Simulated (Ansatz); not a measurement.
Trial structure of C, not yet relaxed:

```yaml
crystal:
  lattice:
    - [-1.47592, 1.47592, 1.83093]
    - [1.47592, -1.47592, 1.83093]
    - [1.47592, 1.47592, -1.83093]
  atoms:
    - { symbol: C, position: [0.50000, 0.00000, 0.50000] }
    - { symbol: C, position: [0.00000, 0.50000, 0.50000] }
    - { symbol: C, position: [0.00000, 0.00000, 0.00000] }
```

All numbers below come from DFT PBE, scalar-relativistic, plane waves, PAW in Ansatz 0.2.0. Settings: cutoff 420 eV, Γ-centred mesh 8×8×8 on the computed 3-atom cell, Gaussian smearing of 0.10 eV; no spin polarisation.

Energies count from the standard state of C at the same level.

Question: How far from equilibrium is it?

Answer: The pressure is 68.7 GPa (the mean over three directions, positive in compression), the largest force is 0.00 eV/Å (symmetry fixes the atoms), and the energy is +3.37 eV/atom against the standard state. The shortest distance is 1.48 Å.

Question: How much does it gain on relaxing, and where does it end?

Answer: Relaxing gains about 0.19 eV/atom (the start's value is from the coarse mesh, so the gain is rough) in 19 ionic steps and ends at +3.17 eV/atom on the finer mesh. The symmetry stays I4/mmm (No. 139). The volume per atom grows by 25.1 %, from 5.3 to 6.7 Å³. The shortest distance goes from 1.48 Å (C–C) to 1.55 Å (C–C). Conventional cell: a = 3.096 Å, c = 4.167 Å. Around C on a site of symmetry mmm lie 2 C at 1.55 Å; C on a site of symmetry 4/mmm has 4 C at 1.55 Å.

The last run used a 20×20×20 mesh for its 3-atom cell and Gaussian smearing of 0.10 eV. Weakly bound directions are ill-defined at this level, which has no dispersion term. The reference form of C is held partly by dispersion forces, which this level lacks. The relaxation can't lower the symmetry of the start. Symmetry constrained the relaxation, so the result can be a saddle point. Another cell of C relaxed alike, in Pmma, lies 2.55 eV/atom lower, so this cell isn't the stable form at this level.
